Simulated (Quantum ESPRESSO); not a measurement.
# Commensurate spirals of FeO (Wuestite)

This program has no spiral boundary conditions, so spirals of FeO (Wuestite) are built in supercells. What do they cost, in energy and in time?

Method: LDA; plane waves with GBRV 1.5 LDA potentials, no spin-orbit coupling, flat spiral in a supercell, in Quantum ESPRESSO 7.5.

### Step 1. Starting point

It takes space group R-3m (No. 166, trigonal). Conventional cell: a = 3.038 Å, b = 3.038 Å, c = 7.559 Å, α = 90.00°, β = 90.00°, γ = 120.00°. Fe has 6 O at 2.16 Å nearest. Nearest to O lie 6 Fe at 2.16 Å. Farther neighbours and most contacts between anions are not listed.

The cell comes from the Crystallography Open Database.

The settings of this session are cheaper than careful work needs (see the inputs), so it shows what such settings give, not the properties of the crystal.

### Step 2. Parallel moments, one cell

File pw.in:

```
&CONTROL
  calculation = 'scf'
  prefix = 'pwscf'
  outdir = './tmp'
  pseudo_dir = './pseudo'
  disk_io = 'nowf'
/
&SYSTEM
  ibrav = 0
  nat = 2
  ntyp = 2
  ecutwfc = 34
  ecutrho = 238
  nbnd = 36
  occupations = 'smearing'
  smearing = 'fd'
  degauss = 0.00734986
  noncolin = .true.
  starting_magnetization(1) = 0.25
  angle1(1) = 90
  angle2(1) = 0
  starting_magnetization(2) = 0
/
&ELECTRONS
  conv_thr = 2d-06
  electron_maxstep = 150
  mixing_beta = 0.3
/
ATOMIC_SPECIES
Fe     55.8450 fe_lda_v1.5.uspp.F.UPF
O      15.9990 o_lda_v1.2.uspp.F.UPF
CELL_PARAMETERS angstrom
   1.5188209023    0.8768916568    2.5195772846
  -1.5188209023    0.8768916568    2.5195772846
   0.0000000000   -1.7537833135    2.5195772846
ATOMIC_POSITIONS crystal
Fe      0.0000000000    0.0000000000    0.0000000000
O       0.5000000000    0.5000000000    0.5000000000
K_POINTS automatic
6 12 6 0 0 0
```

Run with:

```
$ OMP_NUM_THREADS=1 mpirun -n 4 pw.x -nk 4 -in pw.in > pw.out
```

Output:

```text
Program PWSCF v.7.5 starts

     Message from routine setup:
     using ibrav=0 with symmetry is DISCOURAGED, use correct ibrav instead

     K-points division:     npool     =       4
     Subspace diagonalization in iterative solution of the eigenvalue problem:

     G-vector sticks info
     --------------------
     sticks:   dense  smooth     PW     G-vecs:    dense   smooth      PW
     Sum         555     313    117                 8453     3683     803

     Using Slab Decomposition

     bravais-lattice index     =            0
     lattice parameter (alat)  =       5.8012  a.u.
     unit-cell volume          =     135.8714 (a.u.)^3
     number of atoms/cell      =            2
     number of atomic types    =            2
     number of electrons       =        22.00
     number of Kohn-Sham states=           36
     kinetic-energy cutoff     =      34.0000  Ry
     charge density cutoff     =     238.0000  Ry
     scf convergence threshold =      2.0E-06
     mixing beta               =       0.3000
     number of iterations used =            8  plain     mixing
     Exchange-correlation= SLA  PZ   NOGX NOGC
                           (   1   1   0   0   0   0   0)
     Noncollinear calculation without spin-orbit

     celldm(1)=   5.801190  celldm(2)=   0.000000  celldm(3)=   0.000000
     celldm(4)=   0.000000  celldm(5)=   0.000000  celldm(6)=   0.000000

     crystal axes: (cart. coord. in units of alat)
               a(1) = (   0.494753   0.285646   0.820747 )
               a(2) = (  -0.494753   0.285646   0.820747 )
               a(3) = (   0.000000  -0.571291   0.820747 )

     reciprocal axes: (cart. coord. in units 2 pi/alat)
               b(1) = (  1.010606  0.583473  0.406134 )
               b(2) = ( -1.010606  0.583473  0.406134 )
               b(3) = (  0.000000 -1.166947  0.406134 )

     PseudoPot. # 1 for Fe read from file:
     fe_lda_v1.5.uspp.F.UPF
     Pseudo is Ultrasoft + core correction, Zval = 16.0
     Generated by new atomic code, or converted to UPF format
     Using radial grid of  861 points,  6 beta functions with:
                l(1) =   0
                l(2) =   0
                l(3) =   1
                l(4) =   1
                l(5) =   2
                l(6) =   2
     Q(r) pseudized with  8 coefficients,  rinner =    1.000   1.000   1.000
                                                       1.000   1.000

     PseudoPot. # 2 for O  read from file:
     o_lda_v1.2.uspp.F.UPF
     Pseudo is Ultrasoft + core correction, Zval =  6.0
     Generated by new atomic code, or converted to UPF format
     Using radial grid of  737 points,  5 beta functions with:
                l(1) =   0
                l(2) =   0
                l(3) =   1
                l(4) =   1
                l(5) =   2
     Q(r) pseudized with  8 coefficients,  rinner =    0.900   0.900   0.900
                                                       0.900   0.900

     atomic species   valence    mass     pseudopotential
     Fe               16.00    55.84500     Fe( 1.00)
     O                 6.00    15.99900     O ( 1.00)

      4 Sym. Ops., with inversion, found

   Cartesian axes

     site n.     atom                  positions (alat units)
         1        Fe     tau(   1) = (   0.0000000   0.0000000   0.0000000  )
         2        O      tau(   2) = (   0.0000000   0.0000000   1.2311209  )

     number of k points=   239  Fermi-Dirac smearing, width (Ry)=  0.0073

     Number of k-points >= 100: set verbosity='high' to print them.

     Dense  grid:     8453 G-vectors     FFT dimensions: (  30,  30,  30)

     Smooth grid:     3683 G-vectors     FFT dimensions: (  24,  24,  24)

     Check: negative core charge=   -0.000029
     Generating pointlists ...
     new r_m :   0.2902 (alat units)  1.6832 (a.u.) for type    1
     new r_m :   0.2902 (alat units)  1.6832 (a.u.) for type    2

     Initial potential from superposition of free atoms

     starting charge      21.0000, renormalised to      22.0000

 ==============================================================================
     atom number    1 relative position :    0.0000   0.0000   0.0000
     charge :    13.667142  (integrated on a sphere of radius 0.290)
     magnetization :          3.393104    0.000000    0.000000
     magnetization/charge:    0.248267    0.000000    0.000000
     polar coord.: r, theta, phi [deg] :     3.393104   90.000000    0.000000

 ==============================================================================

 ==============================================================================
     atom number    2 relative position :    0.0000   0.0000   1.2311
     charge :     5.647545  (integrated on a sphere of radius 0.290)
     magnetization :          0.079766    0.000000    0.000000
     magnetization/charge:    0.014124    0.000000    0.000000
     polar coord.: r, theta, phi [deg] :     0.079766   90.000000    0.000000

 ==============================================================================
     Starting wfcs are   34 randomized atomic wfcs +    2 random wfcs

     Self-consistent Calculation

     iteration #  1     ecut=    34.00 Ry     beta= 0.30
     Davidson diagonalization with overlap
     ethr =  1.00E-02,  avg # of iterations =  4.2

     total energy              =    -282.41041477 Ry
     estimated scf accuracy    <       0.62685202 Ry

     total magnetization       =     4.07     0.00     0.00 Bohr mag/cell
     absolute magnetization    =     4.07 Bohr mag/cell

     iteration #  2     ecut=    34.00 Ry     beta= 0.30
     Davidson diagonalization with overlap
     ethr =  2.85E-03,  avg # of iterations =  2.0

     total energy              =    -282.53872491 Ry
     estimated scf accuracy    <       0.11280499 Ry

     total magnetization       =     3.72     0.00     0.00 Bohr mag/cell
     absolute magnetization    =     3.72 Bohr mag/cell

     iteration #  3     ecut=    34.00 Ry     beta= 0.30
     Davidson diagonalization with overlap
     ethr =  5.13E-04,  avg # of iterations =  1.3

     total energy              =    -282.55844998 Ry
     estimated scf accuracy    <       0.01200965 Ry

     total magnetization       =     3.99     0.00    -0.00 Bohr mag/cell
     absolute magnetization    =     3.99 Bohr mag/cell

     iteration #  4     ecut=    34.00 Ry     beta= 0.30
     Davidson diagonalization with overlap
     ethr =  5.46E-05,  avg # of iterations =  1.9

     total energy              =    -282.56062740 Ry
     estimated scf accuracy    <       0.00378558 Ry

     total magnetization       =     3.98    -0.00     0.00 Bohr mag/cell
     absolute magnetization    =     3.98 Bohr mag/cell

     iteration #  5     ecut=    34.00 Ry     beta= 0.30
     Davidson diagonalization with overlap
     ethr =  1.72E-05,  avg # of iterations =  1.4

     total energy              =    -282.56094652 Ry
     estimated scf accuracy    <       0.00009098 Ry

     total magnetization       =     3.99    -0.00    -0.00 Bohr mag/cell
     absolute magnetization    =     3.99 Bohr mag/cell

     iteration #  6     ecut=    34.00 Ry     beta= 0.30
     Davidson diagonalization with overlap
     ethr =  4.14E-07,  avg # of iterations =  3.0

     total energy              =    -282.56098276 Ry
     estimated scf accuracy    <       0.00002722 Ry

     total magnetization       =     3.99    -0.00     0.00 Bohr mag/cell
     absolute magnetization    =     4.00 Bohr mag/cell

     iteration #  7     ecut=    34.00 Ry     beta= 0.30
     Davidson diagonalization with overlap
     ethr =  1.24E-07,  avg # of iterations =  2.0

 ==============================================================================
     atom number    1 relative position :    0.0000   0.0000   0.0000
     charge :    13.550660  (integrated on a sphere of radius 0.290)
     magnetization :          3.427111    0.000000    0.000000
     magnetization/charge:    0.252911    0.000000    0.000000
     polar coord.: r, theta, phi [deg] :     3.427111   90.000000    0.000000

 ==============================================================================

 ==============================================================================
     atom number    2 relative position :    0.0000   0.0000   1.2311
     charge :     5.800760  (integrated on a sphere of radius 0.290)
     magnetization :          0.334350    0.000000    0.000000
     magnetization/charge:    0.057639    0.000000    0.000000
     polar coord.: r, theta, phi [deg] :     0.334350   90.000000    0.000000

 ==============================================================================

     End of self-consistent calculation

     Number of k-points >= 100: set verbosity='high' to print the bands.

     the Fermi energy is    13.9072 ev

!    total energy              =    -282.56099370 Ry
     estimated scf accuracy    <       0.00000076 Ry
     smearing contrib. (-TS)   =      -0.00370514 Ry
     internal energy E=F+TS    =    -282.55728856 Ry

     The total energy is F=E-TS. E is the sum of the following terms:
     one-electron contribution =    -137.36644391 Ry
     hartree contribution      =      80.56984220 Ry
     xc contribution           =     -36.07028237 Ry
     ewald contribution        =    -189.69040448 Ry

     total magnetization       =     3.99     0.00    -0.00 Bohr mag/cell
     absolute magnetization    =     4.00 Bohr mag/cell

     convergence has been achieved in   7 iterations

=------------------------------------------------------------------------------=
   JOB DONE.
=------------------------------------------------------------------------------=
```

Elapsed: 22 s, on 4 MPI ranks of Arm Neoverse V2, shared host; peak memory 0.34 GiB.

Spin moment in the atom's sphere by atom:

| atom | x (μB) | y (μB) | z (μB) | size |
| --- | --- | --- | --- | --- |
| Fe1 | 3.43 | 0.00 | 0.00 | 3.43 |
| O2 | 0.33 | 0.00 | 0.00 | 0.33 |

This step gave:

```yaml
smearing_term_ts: 0.05041 eV
magnetization: 3.993, 0, 0 μB
absolute_magnetization: 3.999 μB
final_state: ferromagnetic
```

### Step 3. One turn in 2 cells along the input cell's b

Neighbouring cells are turned by 180° in the xy plane; the cell holds 4 atoms.

File pw.in:

```
&CONTROL
  calculation = 'scf'
  prefix = 'pwscf'
  outdir = './tmp'
  pseudo_dir = './pseudo'
  disk_io = 'nowf'
/
&SYSTEM
  ibrav = 0
  nat = 4
  ntyp = 4
  ecutwfc = 34
  ecutrho = 238
  nbnd = 62
  occupations = 'smearing'
  smearing = 'fd'
  degauss = 0.00734986
  noncolin = .true.
  starting_magnetization(1) = 0.25
  angle1(1) = 90
  angle2(1) = 0
  starting_magnetization(2) = 0.25
  angle1(2) = 90
  angle2(2) = 180
  starting_magnetization(3) = 0
  starting_magnetization(4) = 0
/
&ELECTRONS
  conv_thr = 4d-06
  electron_maxstep = 150
  mixing_beta = 0.3
/
ATOMIC_SPECIES
Fe1    55.8450 fe_lda_v1.5.uspp.F.UPF
Fe2    55.8450 fe_lda_v1.5.uspp.F.UPF
O1     15.9990 o_lda_v1.2.uspp.F.UPF
O2     15.9990 o_lda_v1.2.uspp.F.UPF
CELL_PARAMETERS angstrom
   1.5188209023    0.8768916568    2.5195772846
  -3.0376418046    1.7537833136    5.0391545692
   0.0000000000   -1.7537833135    2.5195772846
ATOMIC_POSITIONS crystal
Fe1     0.0000000000    0.0000000000    0.0000000000
Fe2     0.0000000000    0.5000000000    0.0000000000
O1      0.5000000000    0.2500000000    0.5000000000
O2      0.5000000000    0.7500000000    0.5000000000
K_POINTS automatic
6 6 6 0 0 0
```

Output:

```text
     [... lines left out ...]
Program PWSCF v.7.5 starts
     [... lines left out ...]
     number of atoms/cell      =            4
     [... lines left out ...]
     number of electrons       =        44.00
     number of Kohn-Sham states=           62
     kinetic-energy cutoff     =      34.0000  Ry
     charge density cutoff     =     238.0000  Ry
     scf convergence threshold =      4.0E-06
     [... lines left out ...]
     Noncollinear calculation without spin-orbit
     [... lines left out ...]
     No symmetry found
     [... lines left out ...]
     number of k points=   216  Fermi-Dirac smearing, width (Ry)=  0.0073
     [... lines left out ...]
     iteration #  8     ecut=    34.00 Ry     beta= 0.30
     [... lines left out ...]
     atom number    1 relative position :    0.0000   0.0000   0.0000
     [... lines left out ...]
     magnetization :          3.254327   -0.000020    0.000062
     [... lines left out ...]
     atom number    2 relative position :   -0.4948   0.2856   0.8207
     [... lines left out ...]
     magnetization :         -3.255333   -0.000027    0.000035
     [... lines left out ...]
     atom number    3 relative position :    0.0000   0.0000   1.2311
     [... lines left out ...]
     magnetization :         -0.000015   -0.000002    0.000004
     [... lines left out ...]
     atom number    4 relative position :   -0.4948   0.2856   2.0519
     [... lines left out ...]
     magnetization :         -0.000015   -0.000002    0.000004
     [... lines left out ...]
     the Fermi energy is    13.9209 ev
!    total energy              =    -565.11934983 Ry
     estimated scf accuracy    <       0.00000174 Ry
     smearing contrib. (-TS)   =      -0.01065653 Ry
     [... lines left out ...]
     total magnetization       =    -0.00    -0.00     0.00 Bohr mag/cell
     absolute magnetization    =     7.03 Bohr mag/cell
     convergence has been achieved in   8 iterations
```

Wall time 89 s (4 MPI ranks); peak memory 0.68 GiB; 5.9 min of CPU time.

Spin moment in the atom's sphere by atom:

| atom | x (μB) | y (μB) | z (μB) | size |
| --- | --- | --- | --- | --- |
| Fe1 | 3.25 | 0.00 | 0.00 | 3.25 |
| Fe2 | -3.26 | 0.00 | 0.00 | 3.26 |
| O3 | 0.00 | 0.00 | 0.00 | 0.00 |
| O4 | 0.00 | 0.00 | 0.00 | 0.00 |

Read from the output:

| Quantity | Value |
| --- | --- |
| smearing term TS | 0.1450 eV |
| magnetization | -0.001, 0, 0 μB |
| absolute magnetization | 7.027 μB |
| final state | antiferromagnetic |

### Step 4. One turn in 3 cells along the input cell's b

Neighbouring cells are turned by 120° in the xy plane; the cell holds 6 atoms.

File pw.in:

```
&CONTROL
  calculation = 'scf'
  prefix = 'pwscf'
  outdir = './tmp'
  pseudo_dir = './pseudo'
  disk_io = 'nowf'
/
&SYSTEM
  ibrav = 0
  nat = 6
  ntyp = 6
  ecutwfc = 34
  ecutrho = 238
  nbnd = 88
  occupations = 'smearing'
  smearing = 'fd'
  degauss = 0.00734986
  noncolin = .true.
  starting_magnetization(1) = 0.25
  angle1(1) = 90
  angle2(1) = 0
  starting_magnetization(2) = 0.25
  angle1(2) = 90
  angle2(2) = 120
  starting_magnetization(3) = 0.25
  angle1(3) = 90
  angle2(3) = -120
  starting_magnetization(4) = 0
  starting_magnetization(5) = 0
  starting_magnetization(6) = 0
/
&ELECTRONS
  conv_thr = 6d-06
  electron_maxstep = 150
  mixing_beta = 0.3
/
ATOMIC_SPECIES
Fe1    55.8450 fe_lda_v1.5.uspp.F.UPF
Fe2    55.8450 fe_lda_v1.5.uspp.F.UPF
Fe3    55.8450 fe_lda_v1.5.uspp.F.UPF
O1     15.9990 o_lda_v1.2.uspp.F.UPF
O2     15.9990 o_lda_v1.2.uspp.F.UPF
O3     15.9990 o_lda_v1.2.uspp.F.UPF
CELL_PARAMETERS angstrom
   1.5188209023    0.8768916568    2.5195772846
  -4.5564627069    2.6306749704    7.5587318538
   0.0000000000   -1.7537833135    2.5195772846
ATOMIC_POSITIONS crystal
Fe1     0.0000000000    0.0000000000    0.0000000000
Fe2     0.0000000000    0.3333333333    0.0000000000
Fe3     0.0000000000    0.6666666667    0.0000000000
O1      0.5000000000    0.1666666667    0.5000000000
O2      0.5000000000    0.5000000000    0.5000000000
O3      0.5000000000    0.8333333333    0.5000000000
K_POINTS automatic
6 4 6 0 0 0
```

Output:

```text
     [... lines left out ...]
Program PWSCF v.7.5 starts
     [... lines left out ...]
     number of atoms/cell      =            6
     [... lines left out ...]
     number of electrons       =        66.00
     number of Kohn-Sham states=           88
     kinetic-energy cutoff     =      34.0000  Ry
     charge density cutoff     =     238.0000  Ry
     scf convergence threshold =      6.0E-06
     [... lines left out ...]
     Noncollinear calculation without spin-orbit
     [... lines left out ...]
     No symmetry found
     [... lines left out ...]
     number of k points=   144  Fermi-Dirac smearing, width (Ry)=  0.0073
     [... lines left out ...]
     iteration # 10     ecut=    34.00 Ry     beta= 0.30
     [... lines left out ...]
     atom number    1 relative position :    0.0000   0.0000   0.0000
     [... lines left out ...]
     magnetization :          3.290770    0.000242   -0.000009
     [... lines left out ...]
     atom number    2 relative position :   -0.4948   0.2856   0.8207
     [... lines left out ...]
     magnetization :         -1.645150    2.849842   -0.000001
     [... lines left out ...]
     atom number    3 relative position :   -0.9895   0.5713   1.6415
     [... lines left out ...]
     magnetization :         -1.645913   -2.850627    0.000011
     [... lines left out ...]
     atom number    4 relative position :   -0.0000   0.0000   1.2311
     [... lines left out ...]
     magnetization :          0.071937    0.124592   -0.000000
     [... lines left out ...]
     atom number    5 relative position :   -0.4948   0.2856   2.0519
     [... lines left out ...]
     magnetization :         -0.143881    0.000001    0.000001
     [... lines left out ...]
     atom number    6 relative position :   -0.9895   0.5713   2.8726
     [... lines left out ...]
     magnetization :          0.071936   -0.124593    0.000000
     [... lines left out ...]
     the Fermi energy is    13.9530 ev
!    total energy              =    -847.68262878 Ry
     estimated scf accuracy    <       0.00000278 Ry
     smearing contrib. (-TS)   =      -0.01484704 Ry
     [... lines left out ...]
     total magnetization       =    -0.00    -0.00     0.00 Bohr mag/cell
     absolute magnetization    =    10.98 Bohr mag/cell
     convergence has been achieved in  10 iterations
```

Elapsed: 3 min, on 4 MPI ranks; peak memory 0.95 GiB; 12 min of CPU time.

Spin moment in the atom's sphere by atom:

| atom | x (μB) | y (μB) | z (μB) | size |
| --- | --- | --- | --- | --- |
| Fe1 | 3.29 | 0.00 | 0.00 | 3.29 |
| Fe2 | -1.65 | 2.85 | 0.00 | 3.29 |
| Fe3 | -1.65 | -2.85 | 0.00 | 3.29 |
| O4 | 0.07 | 0.12 | 0.00 | 0.14 |
| O5 | -0.14 | 0.00 | 0.00 | 0.14 |
| O6 | 0.07 | -0.12 | 0.00 | 0.14 |

Read from the output:

```
smearing term TS       : 0.2020 eV
magnetization          : 0, -0.001, 0 μB
absolute magnetization : 10.97 μB
final state            : non-collinear
```

(Continued in part 2 of 2.)

[Logs and program files are shortened in this print: banners, set-up blocks, solver, clock and traceback lines can be left out without a mark of their own.]

[Logs are printed without paths, hosts, clocks, repeated set-up lines and the standing remarks that a program may print on its own settings, such as how far it seeks lower states.]

[Hosts, paths, dates, database ids (printed as entryN), source tags and the programs' standing remarks are cut or masked in the printed files.]

[Where a cell is said to come from a database of computed structures, the database is the Materials Project.]
